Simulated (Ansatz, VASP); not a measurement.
**One calculation of Pt, two programs**

```
CELL_PARAMETERS angstrom
0.00000 2.00685 2.05579
2.00685 0.00000 2.05579
2.00685 2.00685 0.00000
ATOMIC_POSITIONS crystal
Pt 0.00000 0.00000 0.00000
```

Change from the starting cell: strain +0.025 along x and y, +0.050 along z, atoms carried along.

Alike in both runs: task single point; functional PBEsol; k mesh 20 × 20 × 20; occupations gaussian, width 0.15 eV; no spin polarisation.

|  | VASP | Ansatz |
| --- | --- | --- |
| version | VASP 6.6.1 | Ansatz 0.2.0 |
| potentials or method | VASP PAW PBE potentials, release 64 (Pt) | scalar-relativistic, plane waves, PAW |
| plane-wave cutoff (eV) | 520 | 420 |
| valence electrons in the cell | 10 | 18 |

Ansatz gave:

- gap on the k mesh at the Fermi level (eV): none
- pressure (GPa): -21.2
- largest component of the traceless stress (GPa): 1.18

Question: What did VASP give for the same quantities?

Answer: gap on the k mesh at the Fermi level (eV): none; pressure (GPa): -21.5; largest component of the traceless stress (GPa): 1.17.

A gap of «none» marks a metal or a gap that the smearing closes. The functional is the same, so the differences come from potentials, cutoffs and numerics. The two sets of potentials don't hold the same shells in valence.

Caveats: so large a pressure means that the cell lies far from this level's equilibrium, or that cutoff or potentials fall short (VASP); the potentials were made for another functional, which shifts forces and pressure (VASP). Spin-orbit coupling is left out, which matters for the levels of Pt.
